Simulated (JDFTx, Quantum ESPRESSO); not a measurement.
Given: the input of a run of JDFTx 1.7.0 (patched build) on AlNi. Atoms were shifted at random by some hundredths of an Å from the given cell, which wasn't relaxed again for these runs. 

AlNi.in

```
lattice \
    5.4443009650     0.0000000000     0.0000000000 \
    0.0000000000     5.4443009650     0.0000000000 \
    0.0000000000     0.0000000000     5.4443009650
coords-type Lattice
ion Ni     0.4989740000     0.4745230000     0.4981530000 1
ion Al     0.0060500000     0.0109750000    -0.0022860000 1

ion-species pseudo/Ni.upf
ion-species pseudo/Al.upf
elec-cutoff 49 392
elec-ex-corr gga-PBEsol
kpoint-folding 9 9 9
elec-smearing Fermi 0.0018374661
elec-n-bands 17
spintype z-spin
initial-magnetic-moments Ni 1
elec-initial-magnetization 1 no
electronic-SCF nIterations 100 energyDiffThreshold 1e-09
electronic-minimize nIterations 30 energyDiffThreshold 1e-7
converge-empty-states yes
forces-output-coords Cartesian

dump-name run.$VAR
dump End Ecomponents EigStats BandEigs Kpoints Forces Stress
```

Potentials or basis: PseudoDojo-SR-PBEsol-0.4.1-standard with smoothed tails.

The run is started by

```console
$ jdftx -c 1 -i AlNi.in -o AlNi.out
```

Question: What does the same run look like in Quantum ESPRESSO 7.5? Potentials or basis there: GBRV 1.5 PBEsol, cutoff 612 eV.

Answer: As run (cutoffs and basis follow the program's own potentials, and thresholds, step limits or extra output files can differ):

Contents of pw.in:

```
&CONTROL
  calculation = 'scf'
  prefix = 'pwscf'
  outdir = './tmp'
  pseudo_dir = './pseudo'
  tprnfor = .true.
  tstress = .true.
  disk_io = 'nowf'
/
&SYSTEM
  ibrav = 0
  nat = 2
  ntyp = 2
  ecutwfc = 45
  ecutrho = 360
  nbnd = 20
  occupations = 'smearing'
  smearing = 'fd'
  degauss = 0.00367493
  nspin = 2
  starting_magnetization(1) = 0.0556
  starting_magnetization(2) = 0
/
&ELECTRONS
  conv_thr = 4d-10
  electron_maxstep = 120
  mixing_beta = 0.3
/
ATOMIC_SPECIES
Ni    58.6934 ni_pbesol_v1.4.uspp.F.UPF
Al    26.9815 al_pbesol_v1.uspp.F.UPF
CELL_PARAMETERS angstrom
   2.8810000000    0.0000000000    0.0000000000
   0.0000000000    2.8810000000    0.0000000000
   0.0000000000    0.0000000000    2.8810000000
ATOMIC_POSITIONS crystal
Ni     0.4989740000    0.4745230000    0.4981530000
Al     0.0060500000    0.0109750000   -0.0022860000
K_POINTS automatic
9 9 9 0 0 0
```

Potentials or basis: GBRV 1.5 PBEsol.

Run with:

```console
$ OMP_NUM_THREADS=1 mpirun -n 2 pw.x -nk 2 -in pw.in > pw.out
```

Both were run:

|  | JDFTx | Quantum ESPRESSO |
| --- | --- | --- |
| Pressure | -2.6 GPa | -2.6 GPa |
| Largest force | 0.622 eV/Å | 0.618 eV/Å |
| Net moment | 0.00 μB per cell | 0.00 μB per cell |
| Absolute moment | 0.00 μB per cell | 0.00 μB per cell |
| Energy over the undisturbed cell | 16.6 meV/atom | 16.5 meV/atom |

The magnetic state is the one that the start led to; the real crystal's order can differ.

Pressure is positive in compression.
